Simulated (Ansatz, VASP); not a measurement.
**Two plane-wave programs on Ta**

Contents of INCAR:

```
SYSTEM = Ta
ALGO = Normal
EDIFF = 1E-6
ENCUT = 520
GGA = RE
ISIF = 2
ISMEAR = -1
LASPH = .True.
LCHARG = .False.
LREAL = .False.
LWAVE = .False.
NBANDS = 12
NELM = 80
PREC = Accurate
SIGMA = 0.05
```

KPOINTS

```
k-points
0
Gamma
  11 11 11
  0 0 0
```

File POSCAR:

```
Ta
1.0
   -1.6512800000      1.6512800000      1.6512800000
    1.6512800000     -1.6512800000      1.6512800000
    1.6512800000      1.6512800000     -1.6512800000
Ta
1
Direct
    0.0000000000      0.0000000000      0.0000000000
```

The input input.yaml:

```yaml
crystal:
  lattice:
    - [-1.65128, 1.65128, 1.65128]
    - [1.65128, -1.65128, 1.65128]
    - [1.65128, 1.65128, -1.65128]
  atoms:
    - { symbol: Ta, position: [0.0, 0.0, 0.0] }
hamiltonian:
  xc: revpbe
  pseudopotentials: { kind: paw }
kpoints:
  mp_grid: { grid: [11, 11, 11] }
  band_path:
    path:
      - [[0.0, 0.0, 0.0], [0.5, -0.5, 0.5], [0.0, 0.0, 0.5], [0.0, 0.0, 0.0], [0.25, 0.25, 0.25], [0.5, -0.5, 0.5]]
      - [[0.25, 0.25, 0.25], [0.0, 0.0, 0.5]]
    npoints: 14
scf:
  occupations: { method: fermi_dirac, width: 0.05 }
  n_extra_bands: 6
output:
  forces: true
  stress: true
  eigenvalues: true
  fatbands: false
```

Alike in both runs: functional revPBE; k mesh 11 × 11 × 11; occupations fermi-dirac, width 0.05 eV; no spin polarisation.

|  | VASP | Ansatz |
| --- | --- | --- |
| version | VASP 6.6.1 | Ansatz 0.2.0 |
| potentials or method | VASP PAW PBE potentials, release 64 (Ta_pv) | Ansatz PAW |
| plane-wave cutoff (eV) | 520 | 420 |
| valence electrons in the cell | 11 | 13 |
| task | single point | band structure |

```csv
,VASP,Ansatz,Ansatz less VASP
gap on the k mesh at the Fermi level (eV),none,none,-
pressure (GPa),5.2,5.1,-0.08
```

A gap of «none» marks a metal or a gap that the smearing closes. The two sets of potentials don't hold the same shells in valence.

Caveats: the PAW data sets were made with another functional, which shifts forces and pressure a little (VASP); spin-orbit coupling is left out, which moves the levels of the heavy elements (Ansatz); the PAW data sets come from PBE, with cores solved anew for the run's functional, which leaves a small shift of forces and pressure (Ansatz). Spin-orbit coupling is left out, which matters for the levels of Ta.
